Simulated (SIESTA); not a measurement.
TiAl3:

```
Ti Al
1.0
    -1.91111    1.91111    4.28067
     1.91111   -1.91111    4.28067
     1.91111    1.91111   -4.28067
Ti Al
1 3
Direct
  0.00000 0.00000 0.00000
  0.25000 0.75000 0.50000
  0.75000 0.25000 0.50000
  0.50000 0.50000 0.00000
```

The cell comes from a database or a generator and needn't be the stable form of this composition.

Base run:

- Program: SIESTA 5.4.2
- Functional: PBEsol
- Potentials or basis: PseudoDojo 0.4 standard (PBEsol files)
- Basis: TZDP (energy shift 0.003 Ry; two zetas on semicore shells)
- Grid cutoff: 800 Ry
- Energy shift: 0.003 Ry
- k mesh: 10 × 10 × 10
- Occupations: fermi-dirac, width 0.05 eV
- Spin: no spin polarisation

Its results: band gap on the k mesh none (metal or under the smearing width); pressure 0.1 GPa.

Problem. After a change of settings the same cell gave: band gap on the k mesh none (metal or under the smearing width); pressure 10.0 GPa. Which change was it?
A. basis from TZDP (energy shift 0.003 Ry; two zetas on semicore shells) to DZP (energy shift 0.003 Ry; two zetas on semicore shells)
B. basis from TZDP (energy shift 0.003 Ry; two zetas on semicore shells) to DZ (energy shift 0.003 Ry; two zetas on semicore shells)
C. basis from TZDP (energy shift 0.003 Ry; two zetas on semicore shells) to SZ (energy shift 0.003 Ry)
D. basis from TZDP (energy shift 0.003 Ry; two zetas on semicore shells) to SZP (energy shift 0.003 Ry)

Solution. C.

Caveats: the basis of atomic orbitals isn't converged, which shifts pressures, moduli and gaps; the basis has no polarisation orbitals (some runs).
